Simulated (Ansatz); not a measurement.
This is a one-shot G0W0 calculation with Ansatz 0.2.0 on a 3-atom cell of HfS2 (P-3m1) from a materials database; the level of theory is G0W0@PBE with 913 empty bands, a screening cutoff of 300 eV and a 6×6×4 mesh. Cell and atoms come from a relaxation with r2SCAN+rVV10.

input.yaml:
```yaml
crystal:
  lattice:
    - [3.6302450488, 0.0, 0.0]
    - [-1.8151225244, 3.1438844342, 0.0]
    - [0.0, 0.0, 5.8787062851]
  atoms:
    - { symbol: Hf, position: [0.0, 0.0, 0.0] }
    - { symbol: S, position: [0.6666666667, 0.3333333333, 0.7553800774] }
    - { symbol: S, position: [0.3333333333, 0.6666666667, 0.2446199226] }
kpoints:
  mp_grid: { grid: [6, 6, 4] }
hamiltonian:
  xc: pbe
scf:
  occupations: { method: fixed }
gw:
  n_empty_bands: 913
  ecut_chi: 300
  qp_bands: [v2, c2]
  qp_kpoints: band_edges
  screening: { model: contour_deformation }
```

**Question.** It ran on 1 × NVIDIA H100 80GB HBM3 with 2 threads of AMD EPYC 7R13 Processor (Zen 3), on a shared host. About how long did it take, and how much host memory at the peak?

**Answer.** About 3 min, with a peak of 4.2 GiB.

What the program printed (shortened):
```
Pseudopotential: Hf, paw, valence charge 26, recommended cutoff 420 eV (normal)
Pseudopotential: S, paw, valence charge 6, recommended cutoff 420 eV (normal)
Functional definition: PBE
Crystal: 3 atoms, lattice volume = 67.094 Å³
Basis set: ecut = 420 eV, 1315 PW (Γ)
Bands: 23, of which v1, the nominal top of the filled ones, is band 19 counted from 1 (18 counted from 0)
Symmetry: 12 space group operations
Space group: P-3m1 (ITA 164)
k-points: 24 of 144
SCF iter   1: HF=-17530.159809 eV  Δρ=1.39e-3  dr2=6.37e-4
SCF iter   2: HF=-17530.159361 eV  Δρ=8.32e-4  dr2=2.45e-4
SCF iter   3: HF=-17530.159694 eV  Δρ=1.64e-4  dr2=5.39e-5
SCF iter   4: HF=-17530.159687 eV  Δρ=8.20e-5  dr2=1.11e-5
SCF iter   5: HF=-17530.159693 eV  Δρ=4.80e-5  dr2=2.64e-6
SCF iter   6: HF=-17530.159692 eV  Δρ=1.93e-5  dr2=3.61e-7
SCF iter   7: HF=-17530.159693 eV  Δρ=5.48e-6  dr2=2.77e-8
SCF 1 converged in 7 iterations: F = -17530.159693 eV  dr2 = 2.77e-8
Free energy (F): -17530.159693 eV
Fermi energy:    9.051978 eV
--- Per-component energies (eV) ---
  E_band       = -209.977379
  E_kinetic    = 634.749903
  E_local      = -8203.810710
  E_nonlocal   = -1186.835023
  E_hartree    = 3785.893163
  E_xc         = -494.253891
  E_vxc        = -440.998310
  E_paw        = -8127.441650
  E_vpaw       = 1415.122234
  E_ewald      = -3938.461487
--- Band table (eV; the first three rows and the last of 24) ---
  k-point 0: bands = […, 4.2554, 6.2028, 6.2028, 8.9407, 8.9407, 9.0520, 10.9797, 10.9797, 11.6245, 14.4274]
  k-point 1: bands = […, 4.7088, 6.2225, 6.2225, 8.1830, 8.8735, 8.8735, 10.9580, 10.9580, 11.8097, 14.6338]
  k-point 2: bands = […, 5.3844, 6.2428, 6.2428, 7.2179, 8.8076, 8.8076, 10.9361, 10.9361, 11.8887, 14.8616]
  k-point 23: bands = […, 5.2820, 5.2909, 5.2909, 6.8182, 7.2092, 7.2092, 11.7753, 12.3602, 12.3602, 15.2644]
--- G₀W₀: contour deformation, 8 samples at zero and on the imaginary axis and 1 off it, 144 q-points, 913 empty bands' worth ---
    ik  band        ε_KS         Σx   Σc(E_QP)       V_xc       Z   E_QP_lin       E_QP  E_QP is
     0    18      8.9407   -18.7172     1.4984   -16.4228  0.7480     8.1322     8.1447  root
     0    19      9.0520   -18.4364     1.5754   -16.0734  0.7420     8.2514     8.2645  root
     0    20     10.9797   -10.7988    -4.8998   -15.9434  0.7525    11.2258    11.2245  root
     0    21     10.9797   -10.7988    -4.8998   -15.9434  0.7525    11.2258    11.2245  root
     1    18      8.8735   -18.6633     1.5269   -16.3387  0.7473     8.0629     8.0758  root
     1    19      8.8735   -18.6633     1.5269   -16.3387  0.7473     8.0629     8.0758  root
     1    20     10.9580   -10.7533    -4.8869   -15.8827  0.7530    11.2018    11.2005  root
     1    21     10.9580   -10.7533    -4.8869   -15.8827  0.7530    11.2018    11.2005  root
     2    18      8.8076   -18.6155     1.5569   -16.2586  0.7465     7.9945     8.0077  root
     2    19      8.8076   -18.6155     1.5569   -16.2586  0.7465     7.9945     8.0077  root
     2    20     10.9361   -10.7077    -4.8736   -15.8217  0.7535    11.1776    11.1764  root
     2    21     10.9361   -10.7077    -4.8736   -15.8217  0.7535    11.1776    11.1764  root
     3    18      8.3246   -18.2101     1.5266   -15.9131  0.7437     7.5409     7.5542  root
     3    19      8.9592   -18.4380     1.6270   -16.0330  0.7398     8.1682     8.1814  root
     3    20     10.8740   -10.5294    -4.6724   -15.3987  0.7533    11.0717    11.0709  root
     3    21     11.7317   -11.1845    -5.0838   -16.4819  0.7368    11.9466    11.9454  root
     4    18      8.3739   -18.2211     1.4894   -15.9644  0.7445     7.5938     7.6067  root
     4    19      8.6219   -18.2440     1.7241   -15.7312  0.7382     7.8182     7.8332  root
     4    20     10.8466   -10.4681    -4.6926   -15.3609  0.7541    11.0476    11.0468  root
     4    21     11.7261   -11.2056    -5.0516   -16.4651  0.7372    11.9351    11.9340  root
     5    18      8.0129   -17.9133     2.0238   -15.0814  0.7300     7.1841     7.2048  root
     5    19      8.2543   -18.1298     1.5546   -15.8015  0.7429     7.4668     7.4807  root
     5    20     10.8213   -10.4632    -4.6450   -15.2984  0.7555    11.0123    11.0116  root
     5    21     11.7366   -11.2243    -5.0753   -16.5110  0.7365    11.9492    11.9481  root
     7    18      7.7603   -18.3374     1.9453   -15.5705  0.7359     6.9200     6.9386  root
     7    19      7.9634   -17.8469     1.9477   -15.1243  0.7277     7.1701     7.1886  root
     7    20     10.4171   -10.3493    -4.3172   -14.8108  0.7570    10.5617    10.5614  root
     7    21     12.6071   -11.2727    -5.6899   -17.2184  0.7207    12.8648    12.8628  root
     8    18      7.9153   -18.4425     1.8612   -15.7646  0.7387     7.0814     7.0985  root
     8    19      8.4171   -18.3578     1.8093   -15.7594  0.7350     7.6123     7.6280  root
     8    20     10.3156   -10.0778    -4.3631   -14.5989  0.7594    10.4740    10.4736  root
     8    21     12.6244   -11.3417    -5.6574   -17.2535  0.7213    12.8809    12.8789  root
     9    18      7.8919   -18.4370     1.8769   -15.7403  0.7385     7.0548     7.0722  root
     9    19      8.0872   -18.1814     2.0210   -15.3521  0.7300     7.2598     7.2788  root
     9    20     10.3051   -10.0393    -4.3526   -14.5451  0.7606    10.4587    10.4583  root
     9    21     12.6845   -11.4522    -5.7344   -17.4392  0.7172    12.9391    12.9372  root
  […]
```

The rows of the band table are 0: (0, 0, 0) = Γ, 1: (0, 0, 1/4), 2: (0, 0, -1/2), 23: (1/3, 1/3, -1/2).

The points are ik 0 = (0, 0, 0) (Γ), ik 1 = (0, 0, 1/4), ik 2 = (0, 0, -1/2), ik 3 = (0, 1/6, 0), ik 4 = (0, 1/6, 1/4), ik 5 = (0, 1/6, -1/2), ik 7 = (0, 1/3, 0), ik 8 = (0, 1/3, 1/4), ik 9 = (0, 1/3, -1/2), ik 10 = (0, 1/3, -1/4), ik 11 = (0, -1/2, 0), ik 12 = (0, -1/2, 1/4); band 19 is the last filled one.

The quasiparticle gap on this mesh is 1.97 eV (Γ to k = (0, -1/2, -1/2)), against 1.04 eV from PBE: +0.93 eV. Renormalisation factors Z lie between 0.70 and 0.76. G0W0 here is at a finite number of bands, screening cutoff and k mesh, not at the basis limit.

No spin polarisation and no zero-point or thermal motion.

No spin-orbit coupling is included; it can move band edges with weight on the heavy atoms by tenths of an eV.
